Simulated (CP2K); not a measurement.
# CuO (Pm-3m) in CP2K: reference runs

Reference runs on CuO: the cell as given and a disturbed copy.

Program: CP2K 2026.2. These are calculated values, not measurements. Logs are shortened: lines on timing, memory, paths and dates and some standing lists are left out, and cuts for length are marked.

**1. The structure**

The structure is cubic, space group Pm-3m (No. 221). The conventional cell has a = 2.553 Å, b = 2.553 Å, c = 2.553 Å, α = 90.00°, β = 90.00°, γ = 90.00°. Cu (site symmetry m-3m) is surrounded by 8 O at 2.21 Å. Around O (site symmetry m-3m) lie 8 Cu at 2.21 Å.

Measurements of this composition are mostly on another form, of space group No. 15.

**2. Single point, PBE**

File cuo_scf.inp:

```
&GLOBAL
  PROJECT cuo_scf
  RUN_TYPE ENERGY_FORCE
  PRINT_LEVEL LOW
&END GLOBAL
&FORCE_EVAL
  METHOD QS
  STRESS_TENSOR ANALYTICAL
  &DFT
    BASIS_SET_FILE_NAME BASIS_MOLOPT_UZH
    POTENTIAL_FILE_NAME POTENTIAL_UZH
    &MGRID
      CUTOFF 600
      REL_CUTOFF 60
      NGRIDS 5
    &END MGRID
    &QS
      METHOD GPW
      EPS_DEFAULT 1.0E-10
    &END QS
    &KPOINTS
      SCHEME MONKHORST-PACK 10 10 10
      GAMMA_CENTERED T
      SYMMETRY T
      SYMMETRY_BACKEND SPGLIB
    &END KPOINTS
    &SCF
      SCF_GUESS ATOMIC
      EPS_SCF 1.0E-6
      MAX_SCF 100
      ADDED_MOS 13
      CHOLESKY OFF
      EPS_EIGVAL 1.0E-7
      &DIAGONALIZATION ON
        ALGORITHM STANDARD
      &END DIAGONALIZATION
      &MIXING ON
        METHOD BROYDEN_MIXING
        ALPHA 0.4
        BETA 1.5
        NBUFFER 8
      &END MIXING
      &SMEAR ON
        METHOD FERMI_DIRAC
        ELECTRONIC_TEMPERATURE 580.23
      &END SMEAR
    &END SCF
    &XC
      &XC_FUNCTIONAL PBE
      &END XC_FUNCTIONAL
    &END XC
    &PRINT
      &KPOINTS ON
      &END KPOINTS
      &MULLIKEN ON
      &END MULLIKEN
      &MO ON
        ENERGIES T
        OCCUPATION_NUMBERS T
        &EACH
          QS_SCF 0
        &END EACH
        ADD_LAST NUMERIC
      &END MO
      &LOWDIN ON
      &END LOWDIN
      &HIRSHFELD ON
        SHAPE_FUNCTION DENSITY
      &END HIRSHFELD
    &END PRINT
  &END DFT
  &SUBSYS
    &CELL
      A 2.5525506100 0.0000000000 0.0000000000
      B 0.0000000000 2.5525506100 0.0000000000
      C 0.0000000000 0.0000000000 2.5525506100
      PERIODIC XYZ
    &END CELL
    &COORD
      SCALED
      Cu  0.0000000000 0.0000000000 0.0000000000
      O   0.5000000000 0.5000000000 0.5000000000
    &END COORD
    &KIND Cu
      BASIS_SET TZVP-MOLOPT-PBE-GTH-q11
      POTENTIAL GTH-PBE-q11
    &END KIND
    &KIND O
      BASIS_SET TZVP-MOLOPT-PBE-GTH-q6
      POTENTIAL GTH-PBE-q6
    &END KIND
    &PRINT
      &ATOMIC_COORDINATES ON
      &END ATOMIC_COORDINATES
      &CELL ON
      &END CELL
    &END PRINT
  &END SUBSYS
  &PRINT
    &FORCES ON
    &END FORCES
    &STRESS_TENSOR ON
    &END STRESS_TENSOR
  &END PRINT
&END FORCE_EVAL
```

Potentials or basis: POTENTIAL_UZH Cu GTH-PBE-q11, O GTH-PBE-q6; TZVP-MOLOPT-PBE-GTH basis.

On the command line:

```bash
$ OMP_NUM_THREADS=2 cp2k.psmp -i cuo_scf.inp -o cuo_scf.out
```

cuo_scf.out:

```text

 CP2K| version string:                                       CP2K version 2026.2
 CP2K| Input file name                                               cuo_scf.inp

 GLOBAL| Force Environment number                                              1
 GLOBAL| Basis set file name                                    BASIS_MOLOPT_UZH
 GLOBAL| Potential file name                                       POTENTIAL_UZH
 GLOBAL| MM Potential file name                                     MM_POTENTIAL
 GLOBAL| Coordinate file name                                      __STD_INPUT__
 GLOBAL| Method name                                                        CP2K
 GLOBAL| Project name                                                    cuo_scf
 GLOBAL| Run type                                                   ENERGY_FORCE
 GLOBAL| FFT library                                                       FFTW3
[... 5 lines left out ...]
 GLOBAL| Global print level                                                  LOW
 GLOBAL| Total number of message passing processes                             1
 GLOBAL| Number of threads for this process                                    2
 GLOBAL| CPU model name                                                  UNKNOWN

 CELL| Volume [angstrom^3]:                                            16.631181
 CELL| Vector a [angstrom]:       2.553     0.000     0.000   |a| =     2.552551
 CELL| Vector b [angstrom]:       0.000     2.553     0.000   |b| =     2.552551
 CELL| Vector c [angstrom]:       0.000     0.000     2.553   |c| =     2.552551
 CELL| Angle (b,c), alpha [degree]:                                    90.000000
 CELL| Angle (a,c), beta  [degree]:                                    90.000000
 CELL| Angle (a,b), gamma [degree]:                                    90.000000
 CELL| Numerically orthorhombic:                                             YES
 CELL| Periodicity                                                           XYZ

 CELL_REF| Volume [angstrom^3]:                                        16.631181
 CELL_REF| Vector a [angstrom     2.553     0.000     0.000   |a| =     2.552551
 CELL_REF| Vector b [angstrom     0.000     2.553     0.000   |b| =     2.552551
 CELL_REF| Vector c [angstrom     0.000     0.000     2.553   |c| =     2.552551
 CELL_REF| Angle (b,c), alpha [degree]:                                90.000000
 CELL_REF| Angle (a,c), beta  [degree]:                                90.000000
 CELL_REF| Angle (a,b), gamma [degree]:                                90.000000
 CELL_REF| Numerically orthorhombic:                                         YES
 CELL_REF| Periodicity                                                       XYZ

[... 9 lines left out ...]

  Total number of            - Atomic kinds:                                   2
                             - Atoms:                                          2
                             - Shell sets:                                     2
                             - Shells:                                        17
                             - Primitive Cartesian functions:                 11
                             - Cartesian basis functions:                     58
                             - Spherical basis functions:                     51

  Maximum angular momentum of- Orbital basis functions:                        3
                             - Local part of the GTH pseudopotential:          2
                             - Non-local part of the GTH pseudopotential:      4

 MODULE QUICKSTEP: ATOMIC COORDINATES IN ANGSTROM

   Atom Kind Element         X             Y             Z       Z(eff)     Mass
      1    1 Cu   29      0.000000      0.000000      0.000000  11.0000  63.5460
      2    2 O     8      1.276275      1.276275      1.276275   6.0000  15.9994

 SCF PARAMETERS         Density guess:                                    ATOMIC
[... 9 lines left out ...]
                        --------------------------------------------------------
                        level_shift [a.u.]:                             0.000000
                        added MOs                                        13    0
                        --------------------------------------------------------
                        Mixing method:                            BROYDEN_MIXING
                                                charge density mixing in g-space
                        --------------------------------------------------------
                        Smear method:                                FERMI_DIRAC
                        Electronic temperature [K]:                        580.2
                        Electronic temperature [a.u.]:                  1.84E-03
                        Accuracy threshold:                             1.00E-10
                        --------------------------------------------------------
                        No outer SCF

 *******************************************************************************
                                    Kpoints
[... 12 lines left out ...]
 BRILLOUIN|     2           0.02400       -0.40000       -0.40000       -0.30000
 BRILLOUIN|     3           0.02400       -0.40000       -0.40000       -0.20000
 BRILLOUIN|     4           0.02400       -0.40000       -0.40000       -0.10000
 BRILLOUIN|     5           0.01200       -0.40000       -0.40000        0.00000
 BRILLOUIN|     6           0.01200       -0.40000       -0.40000        0.50000
[... 32 lines left out ...]
 BRILLOUIN|    39           0.01200       -0.20000       -0.20000        0.00000
 BRILLOUIN|    40           0.01200       -0.20000       -0.20000        0.50000
 [... further k-points ...]
 *******************************************************************************

 Extrapolation method: initial_guess

 Number of electrons:                                                         17
 Number of occupied orbitals:                                                  9
 Number of molecular orbitals:                                                22

 Number of orbital functions:                                                 51
 Number of independent orbital functions:                                     51

 SCF WAVEFUNCTION OPTIMIZATION

  Step     Update method      Time    Convergence         Total energy    Change
  ------------------------------------------------------------------------------
     1 NoMix/Diag. 0.40E+00   10.6     1.56185613       -63.9111560774 -6.39E+01
     2 Broy./Diag. 0.40E+00    6.6     0.10494179       -62.4125135034  1.50E+00
     3 Broy./Diag. 0.40E+00    6.6     0.05991359       -63.3588840874 -9.46E-01
     4 Broy./Diag. 0.40E+00    6.6     0.00526137       -63.7886204916 -4.30E-01
     5 Broy./Diag. 0.40E+00    6.6     0.00636214       -63.7557335090  3.29E-02
     6 Broy./Diag. 0.40E+00    6.6     0.00160980       -63.7462234321  9.51E-03
     7 Broy./Diag. 0.40E+00    6.6     0.00061247       -63.7485050036 -2.28E-03
     8 Broy./Diag. 0.40E+00    6.6     0.00009953       -63.7475620134  9.43E-04
     9 Broy./Diag. 0.40E+00    6.6     0.00009538       -63.7474811683  8.08E-05
    10 Broy./Diag. 0.40E+00    6.6     0.00000336       -63.7474483491  3.28E-05
    11 Broy./Diag. 0.40E+00    6.7     0.00000308       -63.7474414970  6.85E-06
    12 Broy./Diag. 0.40E+00    6.6     0.00000025       -63.7474392163  2.28E-06

  *** SCF run converged in    12 steps ***

  Electronic density on regular grids:        -16.9999999991        0.0000000009
  Core density on regular grids:               16.9999999986       -0.0000000014
  Total charge density on r-space grids:       -0.0000000005
  Total charge density g-space grids:          -0.0000000005

  Overlap energy of the core charge distribution:               0.00000000786158
  Self energy of the core charge distribution:               -106.20992068411844
  Core Hamiltonian energy:                                     34.13819779725930
  Hartree energy:                                              19.56964660711456
  Exchange-correlation energy:                                -11.24457798220749
  Electronic entropic energy:                                  -0.00078496241904
  Fermi energy:                                                 0.28837674853027

  Total energy:                                               -63.74743921631692
  Total energy (extrapolated to T->0):                        -63.74704673510740

 MO| EIGENVALUES AND OCCUPATION NUMBERS FOR K POINT 1
 MO|
 MO|  Index      Eigenvalue [a.u.]        Eigenvalue [eV]             Occupation
 MO|      1              -0.341798              -9.300790               2.000000
 MO|      2               0.052345               1.424369               2.000000
 MO|      3               0.052345               1.424369               2.000000
 MO|      4               0.065436               1.780615               2.000000
 MO|      5               0.229500               6.245014               2.000000
 MO|      6               0.229500               6.245014               2.000000
[... 378 lines left out ...]
 MO|     21               1.784473              48.557969               0.000000
 MO|     22               1.788286              48.661730               0.000000
 MO| Sum:                                                              16.578808
 MO| E(Fermi):            0.288377 a.u.          7.847130 eV

 [... the levels of further k-points ...]

 !-----------------------------------------------------------------------------!
                     Mulliken Population Analysis

 #  Atom  Element  Kind  Atomic population                           Net charge
       1     Cu       1         10.133983                              0.866017
       2     O        2          6.866017                             -0.866017
 # Total charge                             17.000000                 -0.000000

 !-----------------------------------------------------------------------------!

 !-----------------------------------------------------------------------------!
                           Hirshfeld Charges

  #Atom  Element  Kind  Ref Charge     Population                    Net charge
      1       Cu     1      11.000         10.840                         0.160
      2       O      2       6.000          6.160                        -0.160

  Total Charge                                                            0.000
 !-----------------------------------------------------------------------------!

 LOWDIN POPULATION ANALYSIS

 #  Atom  Element  Kind  Atomic population                           Net charge
       1     Cu       1         11.885132                             -0.885132
       2     O        2          5.114868                              0.885132
 # Total charge                             17.000000                 -0.000000

 ENERGY| Total FORCE_EVAL ( QS ) energy [hartree]            -63.747439191309887

 FORCES| Atomic forces [hartree/bohr]
 FORCES|   Atom     x               y               z               |f|
 FORCES|      1  2.58056382E-09  2.58030162E-09  2.58105185E-09   4.46979806E-09
 FORCES|      2 -2.48818918E-10 -2.48552280E-10 -2.49296278E-10   4.31088997E-10
 FORCES| Sum     2.33174490E-09  2.33174934E-09  2.33175557E-09
 FORCES| Total atomic force                                       4.03870936E-09

 STRESS| Analytical stress tensor [bar]
 STRESS|                        x                   y                   z
 STRESS|      x        2.39769516174E+05   3.22071108693E-03   3.26047419934E-03
 STRESS|      y        3.22071108693E-03   2.39769553354E+05   3.17699835372E-03
 STRESS|      z        3.26047419934E-03   3.17699835372E-03   2.39769379738E+05
 STRESS| 1/3 Trace                                             2.39769483089E+05
 STRESS| Determinant                                           1.37842049249E+16

 STRESS| Eigenvectors and eigenvalues of the analytical stress tensor [bar]
 STRESS|                        1                   2                   3
 STRESS| Eigenvalues   2.39769379605E+05   2.39769515962E+05   2.39769553700E+05
 STRESS|      x          -0.023443084057      0.995914480413      0.087205329612
 STRESS|      y          -0.017842469595     -0.087632211618      0.995993093232
 STRESS|      z           0.999565939840      0.021793191363      0.019823943139
```

It took 98 s on 2 threads of Arm Neoverse V2, shared host; peak memory 0.41 GiB.

What came out:

| Item | Value |
| --- | --- |
| Free energy | -1734.6560 eV |
| Pressure | 24.0 GPa |
| Band gap on the k mesh | none (metal or under the smearing width) |
| Mulliken charges | Cu +0.87; O -0.87 e |
| Hirshfeld charges | Cu +0.16; O -0.16 e |

Levels at points of the mesh, in eV from the Fermi level:
```csv
k point,band 6,band 7,band 8,band 9,band 10,band 11,band 12,band 13
"(0.00, 0.00, 0.00)",-2.19,-1.73,-1.73,-1.73,1.12,17.88,17.88,20.54
"(0.00, 0.00, 0.50)",-1.65,-1.26,0.46,0.46,6.79,8.56,18.20,18.20
"(0.00, 0.50, 0.50)",-2.27,-2.26,-1.28,-1.12,5.51,11.91,11.91,20.30
"(0.50, 0.50, 0.50)",-1.25,0.41,0.41,0.41,6.93,6.93,6.93,14.05
```

Caveat: Mulliken charges move with the basis; so large a pressure means that the cell lies far from this level's equilibrium, or that cutoff or potentials fall short; the basis of atomic orbitals isn't converged, which shifts pressures, moduli and gaps; an odd number of electrons without spin polarisation forces a metal; a magnetic or distorted state may lie lower; the run has no spin polarisation, though such a crystal can be magnetic; semilocal functionals often make such compounds metallic where correlation or magnetic order opens a gap, which also shifts bond lengths. With open d or f shells a metallic result of PBE can be an artefact of self-interaction; +U or a hybrid may open a gap.

(Continued in part 2 of 2.)
